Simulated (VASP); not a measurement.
Input of a VASP 6.6.1 run:

File INCAR:

```
SYSTEM = Os
PREC = Accurate
ENCUT = 520
EDIFF = 1E-6
ISMEAR = 0
SIGMA = 0.1
LREAL = .False.
LASPH = .True.
NELM = 100
ALGO = Normal
ISIF = 2
LWAVE = .False.
LCHARG = .False.
LDIPOL = .True.
IDIPOL = 3
DIPOL = 0.5 0.5 0.500
GGA = PS
IBRION = 2
NSW = 90
EDIFFG = -0.03
```

The input KPOINTS:

```
regular mesh
0
Gamma
  12 12 1
  0 0 0
```

The input POSCAR:

```
Os
1.0
    2.7013757170      0.0000000000      0.0000000000
   -1.3506878585      2.3394599961      0.0000000000
    0.0000000000      0.0000000000     23.6169921102
Os
4
Selective dynamics
Direct
    0.6666666667      0.3333333333      0.3599103544  F F F
    0.3333333333      0.6666666667      0.4533034515  F F F
    0.0000000000      0.0000000000      0.5466965485  T T T
    0.6666666667      0.3333333333      0.6400896456  T T T
```

Potentials or basis: VASP PAW PBE potentials, release 64 (Os).

The run is started by

```console
$ cat potpaw_PBE.64/Os/POTCAR > POTCAR
$ mpirun -np 1 vasp_std > vasp.out
```

(1) Predict the energy gained by relaxing.

(2) Predict the band gap on the k mesh.

Answers

(1) 10.7 meV/atom.

(2) none (metal or under the smearing width).
